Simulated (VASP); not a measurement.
# Cs2AgBiBr6 (Fm-3m) in VASP: a series of runs, part 2 of 2

VASP 6.6.1.

### Step 3. Relaxation of the atoms, LDA

INCAR

```
PREC = Accurate ; ENCUT = 600
EDIFF = 1E-7 ; ISMEAR = 0
SIGMA = 0.03 ; LREAL = False
LASPH = True ; NELM = 80
ALGO = Fast ; ISIF = 2
LWAVE = False ; LCHARG = False
GGA = CA ; IBRION = 2
NSW = 40 ; EDIFFG = -0.01
KPAR = 2
```

KPOINTS

```
regular mesh
0
Gamma
  4 4 4
```

POSCAR

```
Cs2AgBiBr6                              
1.0
    0.0000000000      5.5025762148      5.5025762148
    5.5025762148      0.0000000000      5.5025762148
    5.5025762148      5.5025762148      0.0000000000
  Cs              Ag              Bi              Br            
     2     1     1     6
Direct
     0.2500000000000000    0.2500000000000000    0.2500000000000000
     0.7500000000000000    0.7500000000000000    0.7500000000000000
     0.5000000000000000    0.5000000000000000    0.5000000000000000
     0.0000000000000000    1.0000000000000000    0.0000000000000000
     0.2554494307185128    0.7445505692814872    0.2554494307185128
     0.2554494307185128    0.7445505692814872    0.7445505692814872
     0.7445505692814872    0.2554494307185128    0.7445505692814872
     0.7445505692814872    0.2554494307185128    0.2554494307185128
     0.2554494307185128    0.2554494307185128    0.7445505692814872
     0.7445505692814872    0.7445505692814872    0.2554494307185128
```

Potentials or basis: VASP PAW LDA potentials, release 64 (Cs_sv, Ag, Bi_d, Br).

Run with:

```bash
$ cat potpaw_LDA.64/Cs_sv/POTCAR potpaw_LDA.64/Ag/POTCAR potpaw_LDA.64/Bi_d/POTCAR potpaw_LDA.64/Br/POTCAR > POTCAR
$ mpirun -np 2 vasp_std > vasp.out
```

OUTCAR:

```text
PREC = Accurate
   ENCUT = 600
   EDIFF = 1E-7
   ISMEAR = 0
   LREAL = False
   LASPH = True
   NELM = 80
   ISIF = 2
   GGA = CA
   IBRION = 2
   NSW = 40
   EDIFFG = -0.01

 ion  position               nearest neighbor table
   1  0.250  0.250  0.250-
   2  0.750  0.750  0.750-
   3  0.500  0.500  0.500-   5 2.69   6 2.69   7 2.69   8 2.69   9 2.69  10 2.69
   4  0.000  0.000  0.000-   5 2.81   6 2.81   7 2.81   8 2.81   9 2.81  10 2.81
   5  0.255  0.745  0.255-   3 2.69   4 2.81
   6  0.255  0.745  0.745-   3 2.69   4 2.81
   7  0.745  0.255  0.745-   3 2.69   4 2.81
   8  0.745  0.255  0.255-   3 2.69   4 2.81
   9  0.255  0.255  0.745-   3 2.69   4 2.81
  10  0.745  0.745  0.255-   3 2.69   4 2.81

  LATTYP: Found a face centered cubic cell.
 ALAT       =    11.0051524296

  Lattice vectors:

 A1 = (   0.0000000000,   5.5025762148,   5.5025762148)
 A2 = (   5.5025762148,   0.0000000000,   5.5025762148)
 A3 = (   5.5025762148,   5.5025762148,   0.0000000000)

[... 186 lines left out ...]
      1     -21.2729      2.00000
      2     -21.2729      2.00000
      3     -21.2206      2.00000
      4     -21.2206      2.00000
      5     -21.2206      2.00000
      6     -18.8979      2.00000
[... 421 lines left out ...]
     50       7.5842      0.00000
     51       7.6563      0.00000

------------------------ aborting loop because EDIFF is reached ----------------------------------------

  FORCE on cell =-STRESS in cart. coord.  units (eV):
  Direction    XX          YY          ZZ          XY          YZ          ZX
  --------------------------------------------------------------------------------------
  -------------------------------------------------------------------------------------
  Total       -0.0024618     -0.0024618     -0.0024618      0.0000000      0.0000000     -0.0000000
  in kB       -0.0118370     -0.0118370     -0.0118370      0.0000000      0.0000000     -0.0000000
  external PRESSURE =      -0.0118370 kB  Pullay stress =       0.0000000 kB

 VOLUME and BASIS-vectors are now :
 -----------------------------------------------------------------------------
  energy-cutoff  :      600.00
  volume of cell :      333.22
      direct lattice vectors                 reciprocal lattice vectors
     0.000000000  5.502576215  5.502576215    -0.090866529  0.090866529  0.090866529
     5.502576215  0.000000000  5.502576215     0.090866529 -0.090866529  0.090866529
     5.502576215  5.502576215  0.000000000     0.090866529  0.090866529 -0.090866529

 POSITION                                       TOTAL-FORCE (eV/Angst)
 -----------------------------------------------------------------------------------
      2.75129      2.75129      2.75129         0.000000      0.000000      0.000000
      8.25386      8.25386      8.25386         0.000000      0.000000      0.000000
      5.50258      5.50258      5.50258         0.000000      0.000000      0.000000
      0.00000      0.00000      0.00000         0.000000      0.000000      0.000000
      5.50258      2.81126      5.50258         0.000000      0.003490      0.000000
      8.19389      5.50258      5.50258        -0.003490      0.000000      0.000000
      5.50258      8.19389      5.50258         0.000000     -0.003490      0.000000
      2.81126      5.50258      5.50258         0.003490      0.000000      0.000000
      5.50258      5.50258      2.81126         0.000000      0.000000      0.003490
      5.50258      5.50258      8.19389         0.000000      0.000000     -0.003490
 -----------------------------------------------------------------------------------
    total drift:                               -0.000000      0.000000     -0.000000

  FREE ENERGIE OF THE ION-ELECTRON SYSTEM (eV)
  ---------------------------------------------------
  free  energy   TOTEN  =       -34.3313777931 eV

  energy  without entropy=      -34.3313777931  energy(sigma->0) =      -34.33137779

 reached required accuracy - stopping structural energy minimisation
```

OSZICAR:

```text
N       E                     dE             d eps       ncg     rms          rms(c)
DAV:   1     0.759868953269E+03    0.75987E+03   -0.40371E+04   816   0.167E+03
DAV:   2     0.514117673521E+02   -0.70846E+03   -0.69069E+03   989   0.339E+02
DAV:   3    -0.324066333709E+02   -0.83818E+02   -0.83091E+02   965   0.131E+02
DAV:   4    -0.354697577022E+02   -0.30631E+01   -0.30484E+01   968   0.296E+01
DAV:   5    -0.355801539532E+02   -0.11040E+00   -0.11030E+00  1157   0.519E+00    0.101E+01
RMM:   6    -0.344361682366E+02    0.11440E+01   -0.24349E+00   836   0.535E+00    0.687E+00
RMM:   7    -0.343492395423E+02    0.86929E-01   -0.14728E+00   822   0.304E+00    0.231E+00
RMM:   8    -0.343306466602E+02    0.18593E-01   -0.10707E-01  1019   0.180E+00    0.976E-01
RMM:   9    -0.343309329411E+02   -0.28628E-03   -0.38984E-02   965   0.898E-01    0.157E-01
RMM:  10    -0.343313180658E+02   -0.38512E-03   -0.12941E-02  1097   0.528E-01    0.108E-01
RMM:  11    -0.343313756484E+02   -0.57583E-04   -0.20309E-03   960   0.211E-01    0.869E-02
RMM:  12    -0.343313827352E+02   -0.70868E-05   -0.52849E-04   974   0.966E-02    0.221E-02
RMM:  13    -0.343313774519E+02    0.52833E-05   -0.90025E-05  1079   0.465E-02    0.935E-03
RMM:  14    -0.343313787162E+02   -0.12643E-05   -0.36077E-05   985   0.231E-02    0.929E-03
RMM:  15    -0.343313776306E+02    0.10855E-05   -0.10115E-05   996   0.138E-02    0.329E-03
RMM:  16    -0.343313778864E+02   -0.25576E-06   -0.31565E-06  1132   0.670E-03    0.173E-03
RMM:  17    -0.343313777829E+02    0.10349E-06   -0.73525E-07   685   0.304E-03    0.410E-04
RMM:  18    -0.343313777931E+02   -0.10219E-07   -0.14046E-07   505   0.193E-03
   1 F= -.34331378E+02 E0= -.34331378E+02  d E =-.343314E+02
```

CONTCAR:

```text
Cs2AgBiBr6
   1.00000000000000
     0.0000000000000000    5.5025762148000004    5.5025762148000004
     5.5025762148000004    0.0000000000000000    5.5025762148000004
     5.5025762148000004    5.5025762148000004    0.0000000000000000
  Cs              Ag              Bi              Br
     2     1     1     6
Direct
     0.2500000000000000    0.2500000000000000    0.2500000000000000
     0.7500000000000000    0.7500000000000000    0.7500000000000000
     0.5000000000000000    0.5000000000000000    0.5000000000000000
     0.0000000000000000    0.0000000000000000    0.0000000000000000
     0.2554494307185138    0.7445505692814862    0.2554494307185138
     0.2554494307185138    0.7445505692814862    0.7445505692814862
     0.7445505692814862    0.2554494307185138    0.7445505692814862
     0.7445505692814862    0.2554494307185138    0.2554494307185138
     0.2554494307185138    0.2554494307185138    0.7445505692814862
     0.7445505692814862    0.7445505692814862    0.2554494307185138

  0.00000000E+00  0.00000000E+00  0.00000000E+00
  0.00000000E+00  0.00000000E+00  0.00000000E+00
  0.00000000E+00  0.00000000E+00  0.00000000E+00
  0.00000000E+00  0.00000000E+00  0.00000000E+00
  0.00000000E+00  0.00000000E+00  0.00000000E+00
  0.00000000E+00  0.00000000E+00  0.00000000E+00
  0.00000000E+00  0.00000000E+00  0.00000000E+00
  0.00000000E+00  0.00000000E+00  0.00000000E+00
  0.00000000E+00  0.00000000E+00  0.00000000E+00
  0.00000000E+00  0.00000000E+00  0.00000000E+00
```

Run time: 87 s. Hardware: 2 MPI ranks of Intel Xeon 6975P-C (Granite Rapids), shared host; peak memory 0.53 GiB.

Results:

```yaml
Free_energy: -34.3314 eV
Pressure_after_relaxing: 0.0 GPa
Largest_force_after_relaxing: 0.003 eV/Å
Band_gap_on_the_k_mesh: 0.95 eV, indirect (least direct gap 2.28 eV)
```

Forces on the atoms (eV/Å):
```
Cs   0.000  0.000  0.000
Cs   0.000  0.000  0.000
Ag   0.000  0.000  0.000
Bi   0.000  0.000  0.000
Br   0.000  0.003  0.000
Br  -0.003  0.000  0.000
Br   0.000 -0.003  0.000
Br   0.003  0.000  0.000
Br   0.000  0.000  0.003
Br   0.000  0.000 -0.003
```

Final structure:
```cif
data_structure
_symmetry_space_group_name_H-M 'P 1'
_symmetry_Int_Tables_number 1
_cell_length_a 7.7818
_cell_length_b 7.7818
_cell_length_c 7.7818
_cell_angle_alpha 60.000
_cell_angle_beta 60.000
_cell_angle_gamma 60.000
_cell_volume 333.22
loop_
_atom_site_label
_atom_site_type_symbol
_atom_site_fract_x
_atom_site_fract_y
_atom_site_fract_z
_atom_site_occupancy
Cs1 Cs 0.25000 0.25000 0.25000 1
Cs2 Cs 0.75000 0.75000 0.75000 1
Ag1 Ag 0.50000 0.50000 0.50000 1
Bi1 Bi 0.00000 0.00000 0.00000 1
Br1 Br 0.25545 0.74455 0.25545 1
Br2 Br 0.25545 0.74455 0.74455 1
Br3 Br 0.74455 0.25545 0.74455 1
Br4 Br 0.74455 0.25545 0.25545 1
Br5 Br 0.25545 0.25545 0.74455 1
Br6 Br 0.74455 0.74455 0.25545 1
```

Caveat: the relaxation stopped at its first step, so nothing moved; spin-orbit coupling is left out, which as a rule narrows the gap of such compounds by several tenths of an eV. A k mesh can miss the band edges.

### Step 4. Relaxation of the atoms, LDA (a relaxed cell with its volume scaled by 1.02)

INCAR is that of step 3.

KPOINTS is that of step 3.

POSCAR, as its differences from that of step 3:

```diff
@@ -2,5 +2,5 @@
 1.0
-    0.0000000000      5.5025762148      5.5025762148
-    5.5025762148      0.0000000000      5.5025762148
-    5.5025762148      5.5025762148      0.0000000000
+    0.0000000000      5.5390181789      5.5390181789
+    5.5390181789      0.0000000000      5.5390181789
+    5.5390181789      5.5390181789      0.0000000000
   Cs              Ag              Bi              Br
```

Run with:

```bash
$ cat potpaw_LDA.64/Cs_sv/POTCAR potpaw_LDA.64/Ag/POTCAR potpaw_LDA.64/Bi_d/POTCAR potpaw_LDA.64/Br/POTCAR > POTCAR
$ mpirun -np 2 vasp_std > vasp.out
```

Run time: 2.4 min. Hardware: 2 MPI ranks of Intel Xeon 6975P-C (Granite Rapids), shared host; peak memory 0.53 GiB.

Results (log left out):

```
Free energy               : -34.3186 eV
Energy gained by relaxing : 0.0 meV/atom
Ionic steps               : 3
Pressure after relaxing   : -0.6 GPa
Band gap on the k mesh    : 0.98 eV, indirect (least direct gap 2.28 eV)
```

Step by step:
| step | energy change (eV) | largest force (eV/Å) | pressure (GPa) |
| --- | --- | --- | --- |
| 1 | 0.0000 | 0.0368 | -0.64 |
| 2 | -0.0003 | 0.0194 | -0.64 |
| 3 | -0.0004 | 0.0011 | -0.62 |

Final structure:
```
Cs Ag Bi Br
1.0
     0.00000    5.53902    5.53902
     5.53902    0.00000    5.53902
     5.53902    5.53902    0.00000
Cs Ag Bi Br
2 1 1 6
Direct
  0.25000 0.25000 0.25000
  0.75000 0.75000 0.75000
  0.50000 0.50000 0.50000
  0.00000 0.00000 0.00000
  0.25510 0.74490 0.25510
  0.25510 0.74490 0.74490
  0.74490 0.25510 0.74490
  0.74490 0.25510 0.25510
  0.25510 0.25510 0.74490
  0.74490 0.74490 0.25510
```

Levels at points of the mesh, in eV from the valence-band top:
```tsv
k point	band 41	band 42	band 43	band 44	band 45	band 46
(0.00, 0.00, 0.00)	-1.33	-0.66	-0.66	1.92	1.92	1.92
(0.50, 0.00, 0.00)	-1.64	-1.34	-1.34	0.98	3.49	3.49
(0.50, 0.50, 0.00)	-1.35	-0.67	0.00	2.48	2.48	2.87
```

Caveat: spin-orbit coupling is left out, which as a rule narrows the gap of such compounds by several tenths of an eV. A k mesh can miss the band edges.

### Step 5. Relaxation of the atoms, LDA (a relaxed cell with its volume scaled by 1.04)

INCAR is that of step 4.

KPOINTS is that of step 4.

POSCAR, as its differences from that of step 4:

```diff
@@ -2,5 +2,5 @@
 1.0
-    0.0000000000      5.5390181789      5.5390181789
-    5.5390181789      0.0000000000      5.5390181789
-    5.5390181789      5.5390181789      0.0000000000
+    0.0000000000      5.5749868373      5.5749868373
+    5.5749868373      0.0000000000      5.5749868373
+    5.5749868373      5.5749868373      0.0000000000
   Cs              Ag              Bi              Br
```

Run with:

```bash
$ cat potpaw_LDA.64/Cs_sv/POTCAR potpaw_LDA.64/Ag/POTCAR potpaw_LDA.64/Bi_d/POTCAR potpaw_LDA.64/Br/POTCAR > POTCAR
$ mpirun -np 2 vasp_std > vasp.out
```

It took 2.4 min on 2 MPI ranks of Intel Xeon 6975P-C (Granite Rapids), shared host; peak memory 0.53 GiB.

Results (log left out):

| Quantity | Value |
| --- | --- |
| Free energy | -34.2816 eV |
| Energy gained by relaxing | 0.2 meV/atom |
| Ionic steps | 3 |
| Pressure after relaxing | -1.2 GPa |
| Band gap on the k mesh | 1.02 eV, indirect (least direct gap 2.28 eV) |

The path:
| step | energy change (eV) | largest force (eV/Å) | pressure (GPa) |
| --- | --- | --- | --- |
| 1 | 0.0000 | 0.0752 | -1.22 |
| 2 | -0.0013 | 0.0427 | -1.20 |
| 3 | -0.0019 | 0.0002 | -1.17 |

Final structure:
```cif
data_structure
_symmetry_space_group_name_H-M 'P 1'
_symmetry_Int_Tables_number 1
_cell_length_a 7.8842
_cell_length_b 7.8842
_cell_length_c 7.8842
_cell_angle_alpha 60.000
_cell_angle_beta 60.000
_cell_angle_gamma 60.000
_cell_volume 346.55
loop_
_atom_site_label
_atom_site_type_symbol
_atom_site_fract_x
_atom_site_fract_y
_atom_site_fract_z
_atom_site_occupancy
Cs1 Cs 0.25000 0.25000 0.25000 1
Cs2 Cs 0.75000 0.75000 0.75000 1
Ag1 Ag 0.50000 0.50000 0.50000 1
Bi1 Bi 0.00000 0.00000 0.00000 1
Br1 Br 0.25470 0.74530 0.25470 1
Br2 Br 0.25470 0.74530 0.74530 1
Br3 Br 0.74530 0.25470 0.74530 1
Br4 Br 0.74530 0.25470 0.25470 1
Br5 Br 0.25470 0.25470 0.74530 1
Br6 Br 0.74530 0.74530 0.25470 1
```

Levels at points of the mesh, in eV from the valence-band top:
```csv
k point,band 41,band 42,band 43,band 44,band 45,band 46
"(0.00, 0.00, 0.00)",-1.25,-0.63,-0.63,1.96,1.96,1.96
"(0.50, 0.00, 0.00)",-1.58,-1.27,-1.27,1.02,3.47,3.47
"(0.50, 0.50, 0.00)",-1.27,-0.64,0.00,2.50,2.50,2.88
```

Caveat: spin-orbit coupling is left out, which as a rule narrows the gap of such compounds by several tenths of an eV. A k mesh can miss the band edges.

### Step 6. Summary

| cell | gap on the mesh (eV) | pressure (GPa) |
| --- | --- | --- |
| atoms relaxed from: a relaxed cell with its volume scaled by 0.98 | 0.92 | 0.7 |
| atoms relaxed | 0.95 | 0.0 |
| atoms relaxed from: a relaxed cell with its volume scaled by 1.02 | 0.98 | -0.6 |
| atoms relaxed from: a relaxed cell with its volume scaled by 1.04 | 1.02 | -1.2 |

Alike in all rows: task relaxation of the atoms; level LDA; potentials or basis VASP PAW LDA potentials, release 64 (Cs_sv, Ag, Bi_d, Br); no spin polarisation; k mesh 4 × 4 × 4; cutoff (eV) 600; smearing gaussian 0.03 eV.

Caveats: spin-orbit coupling is left out, which as a rule narrows the gap of such compounds by several tenths of an eV; the relaxation stopped at its first step, so nothing moved (some runs).

Total energies depend on the potentials used, so only differences within one code and one set of settings carry meaning.
